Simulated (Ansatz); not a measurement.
Runs of Ansatz 0.2.0 on HfO2. It takes space group P2_12_12 (No. 18, orthorhombic). Conventional cell: a = 5.080 Å, b = 5.165 Å, c = 4.891 Å, α = 90.00°, β = 90.00°, γ = 90.00°. Hf (site symmetry 1) has 7 O at 1.99 to 2.25 Å as nearest neighbours. Around O (site symmetry 1) lie 3 Hf at 1.99 to 2.25 Å. Around O (site symmetry 2) lie 4 Hf at 2.13 to 2.15 Å. O (site symmetry 2) is surrounded by 4 Hf at 2.16 to 2.18 Å. The cell comes from a database or a generator and needn't be the stable form of this composition.

```tsv
level	gap on the mesh (eV)	pressure (GPa)	largest force (eV/Å)
RPBE	(d)	(a)	0.24
PBEsol	3.84	1.6	(c)
BLYP	3.98	17.0	0.25
revPBE	(b)	13.8	0.23
```

Alike in all rows: task band structure; potentials or basis Ansatz PAW; no spin polarisation; cell as given; k mesh 4 × 4 × 5; cutoff (eV) 420; smearing fermi-dirac 0.05 eV.

Fill in the values left out.

(a) 15.3; (b) 3.99; (c) 0.11; (d) 4.01.

Caveats: the k mesh misses the band edges, so the gap on the mesh is wider than the one along the path; spin-orbit coupling is left out, which moves the levels of the heavy elements; the PAW data sets come from PBE, with cores solved anew for the run's functional, which leaves a small shift of forces and pressure.

A k mesh can miss the band edges, and the runs leave out spin-orbit coupling on Hf.

Runs at the PBE level aren't shown here.
